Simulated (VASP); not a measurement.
Crystal: GePt.

```xyz
2
Lattice="0.0000 2.6683 2.6683 2.6683 0.0000 2.6683 2.6683 2.6683 0.0000" Properties=species:S:1:pos:R:3 pbc="T T T"
Ge    0.0000    0.0000    0.0000
Pt    1.3341    1.3341    1.3341
```

The cell was built by a generator and needn't be a form met in nature.

- Program: VASP 6.6.1
- Task: relaxation of cell and atoms
- Functional: PBE
- Potentials or basis: VASP PAW PBE potentials, release 64 (Ge_d, Pt)
- Cutoff: 520 eV
- k mesh: 7 × 7 × 7
- Occupations: gaussian, width 0.15 eV
- Spin: no spin polarisation

At the start: pressure 23.0 GPa; volume 19.00 Å³/atom.

Question: How do energy, volume and symmetry change on relaxing?

Answer: Over 6 steps the energy falls by 206.4 meV/atom and the volume is 22.14 Å³/atom (+16.5 %); space group F-43m (No. 216, to 0.05 Å).

Step by step:
```csv
step,energy change (eV),largest force (eV/Å),pressure (GPa),volume (Å³)
1,0.0000,0.0000,23.00,38.00
2,0.0866,0.0000,-12.10,55.05
3,-0.4122,0.0000,-0.65,44.89
4,-0.4130,0.0000,-1.05,44.65
5,-0.3246,0.0000,9.30,41.23
6,-0.4127,0.0000,-0.46,44.27
```

Final structure:
```
CELL_PARAMETERS angstrom
0.00000 2.80782 2.80782
2.80782 0.00000 2.80782
2.80782 2.80782 0.00000
ATOMIC_POSITIONS crystal
Ge 0.00000 0.00000 0.00000
Pt 0.25000 0.25000 0.25000
```

Caveat: the volume moved by over 15 % at a fixed basis, so the end points are rough.
